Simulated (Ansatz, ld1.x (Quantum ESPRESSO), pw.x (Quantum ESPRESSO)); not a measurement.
## osmium: one change to the TM potential, in the atom and in the fcc crystal

ld1.x (Quantum ESPRESSO) 7.5 input, shortened:

```
&input
   title='Os', zed=76., rel=1, dft='PBE', iswitch=3,
   config='[Xe] 4f14 5d6 6s1.75 6p0.25'
 /
 &inputp
   pseudotype=2, tm=.true., lloc=-1, rcloc=2.30,
   nlcc=.true., rcore=1.25
 /
3
6S  1  0   1.75   0.00  2.50  2.50  0.0
6P  2  1   0.25   0.00  2.45  2.45  0.0
5D  3  2   6.00   0.00  1.55  1.55  0.0
 &test
   configts(1)='5d6 6s1.75 6p0.25'
 /
```

Change: wave 6s (bound): rc 2.50 bohr becomes 6s (bound): rc 2.98 bohr.

Cutoffs, loose and tight: the cutoffs (Ry, on a coarse ladder) from which the occupation-weighted sum of valence levels, in a spherical-Bessel basis at the reference potential, stays within 10 and 1 mRy of its value at 400 Ry. They do not see the model core or the augmentation charge, which bear on the density cutoff. Test errors are all-electron minus pseudo excitation energies from the reference, over the configurations 5d6 6s2 6p0; 5d6 6s1 6p0; 5d6 6s0 6p0; 5d5 6s2 6p0; 5d7 6s1 6p0; 5d5 6s0 6p0; 5d6 6s0 6p1; variants that change the core or the reference have their own tests.

Crystal test: fcc Os in pw.x 7.5, no spin, 15³ k-points, Fermi–Dirac smearing 0.01 Ry, cutoffs set for each file from its atomic test. The reference is all-electron LAPW (Ansatz 0.2.0) with the same functional, mesh and smearing; V0 and B0 come from Birch–Murnaghan fits to the pressures at five volumes. Errors are pseudo minus all-electron; Δ is the rms difference of the E(V) curves that follow from these fits, minima aligned, over ±6 % about the mean V0. Mesh and smearing are coarse, so the numbers serve the comparison and aren't converged zero-temperature values; the lattice is a test structure that the element need not adopt.

All-electron: a0 = 3.856 Å (V0 = 14.34 Å³/atom), B0 = 387.2 GPa.

**Question.** Does the change bring the crystal closer to the all-electron result?

**Answer.** The mean pressure error goes from -6.77 to -7.90 GPa, so the change moves the solid further from the all-electron pressures.

| quantity | base | changed |
| --- | --- | --- |
| outcome (atom) | generated | generated |
| cutoff, loose (atom) | 35 Ry | 35 Ry |
| cutoff, tight (atom) | 60 Ry | 60 Ry |
| bound ghosts (atom) | s | s |
| largest test error (meV) (atom) | -101 over the solved tests; 2 of 7 tests not solved or not reliable | +303 over the solved tests; 1 of 7 tests not solved or not reliable |
| cutoffs in pw.x (Ry) | 75/300 | 75/300 |
| a0 (Å) | 3.834 | 3.830 |
| a0 error (%) | -0.58 | -0.68 |
| B0 error (%) | +2.8 | +3.6 |
| Δ (meV/atom) | 21.4 | 25.0 |
| mean pressure error (GPa) | -6.77 | -7.90 |

Base: This is a poor potential for the solid. Note: ghost state, extra bound levels that the all-electron valence spectrum of the same l lacks: s at -4.1 eV. A true bound ghost makes a file unfit for plane-wave use. Atomic configuration tests: 2 of 7 tests not solved or not reliable. The logarithmic derivative shows an extra or strongly shifted pseudo pole above the reference energy (p near 1.12 Ry). Changed file: The largest radius (2.98 bohr) exceeds half the bond length (2.58 bohr), so the spheres overlap, which is one possible source of error among others. This is a poor potential for the solid. Note: ghost state, extra bound levels that the all-electron valence spectrum of the same l lacks: s at -4.4 eV. A true bound ghost makes a file unfit for plane-wave use. Atomic configuration tests: 1 of 7 tests not solved or not reliable. The logarithmic derivative shows an extra or strongly shifted pseudo pole above the reference energy (s near -0.33 Ry).
